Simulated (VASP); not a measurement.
# La₂O₃, self-consistent run: which settings are enough?

La₂O₃, P-3m1 (no. 164), 5 atoms in the cell. R2SCAN; PAW potentials La, O (PBE set). VASP 6.6.1.

Wanted: energy within 0.2 meV/atom; levels at the zone centre within 0.003 eV.

What the run is for: comparing ways to start; Accuracy asked: tight.

Levels at the zone centre: counted from the valence top at that point.

POSCAR:
```
La2O3
1.0
    3.9307778780      0.0000000000      0.0000000000
   -1.9653889390      3.4041534990      0.0000000000
    0.0000000000      0.0000000000      6.1119535200
La O
2 3
Direct
    0.3333333333      0.6666666667      0.2462356800
    0.6666666667      0.3333333333      0.7537643200
    0.0000000000      0.0000000000      0.0000000000
    0.3333333333      0.6666666667      0.6458906500
    0.6666666667      0.3333333333      0.3541093500
```

## How the run starts (with a second run first, the time holds both)

| How the run starts (with a second run first, the time holds both) | Energy less reference (meV/atom) | Levels at the zone centre, largest deviation (eV) | Time (s) |
|---|---|---|---|
| from scratch: 48 SCF iterations | 0.00 | 0.0000 | 835 |
| PBE orbitals (WAVECAR): 14 + 20 SCF iterations | 0.00 | 0.0011 | 464 |
| PBE density (CHGCAR): 14 + 46 SCF iterations | 0.00 | 0.0003 | 976 |
| loose PBE orbitals: 12 + 21 SCF iterations | -0.01 | 0.0001 | 524 |

Chosen: PBE orbitals (WAVECAR): 14 + 20 SCF iterations, the fastest of those that stay within half of the tolerance.

## All choices together

| Input | Energy less reference (meV/atom) | Levels at the zone centre, largest deviation (eV) | Time (s) |
|---|---|---|---|
| chosen settings | 0.00 | 0.0011 | 464 |
| reference settings throughout | 0.00 | 0.0000 | 835 |

The tolerance is met.

Values of the reference run: Levels at the zone centre: -0.2666, 0, 4.911 eV from the valence top at Gamma.

## The input

INCAR.step1:
```
SYSTEM = La2O3
  ALGO = Normal
  EDIFF = 1E-5
  EFERMI = MIDGAP
  ENCUT = 580
  GGA = PE
  GGA_COMPAT = .FALSE.
  ISIF = 2
  ISMEAR = 0
  LASPH = .TRUE.
  LCHARG = .TRUE.
  LMAXMIX = 6
  LREAL = .FALSE.
  LWAVE = .TRUE.
  NELM = 200
  PREC = Accurate
  SIGMA = 0.03
```

INCAR.step2, as INCAR.step1 but for:
```
- EDIFF = 1E-5
- GGA = PE
- LCHARG = .TRUE.
- LWAVE = .TRUE.
+ EDIFF = 1E-6
+ ISTART = 1
+ LCHARG = .FALSE.
+ LMIXTAU = .TRUE.
+ LWAVE = .FALSE.
+ METAGGA = R2SCAN
```

KPOINTS:
```
k-points
0
Gamma
  7 7 4
```

Commands (each step's output is kept before the next begins):
```
cat potpaw_PBE.64/La/POTCAR potpaw_PBE.64/O/POTCAR > POTCAR
cp INCAR.step1 INCAR
mpirun -np 1 vasp_std > vasp.out
cp INCAR.step2 INCAR
mpirun -np 1 vasp_std > vasp.out
```

The chosen input took VASP 6.6.1 464 s on 1 core (Intel Xeon Platinum 8375C @ 2.90GHz (Ice Lake)), a shared host.
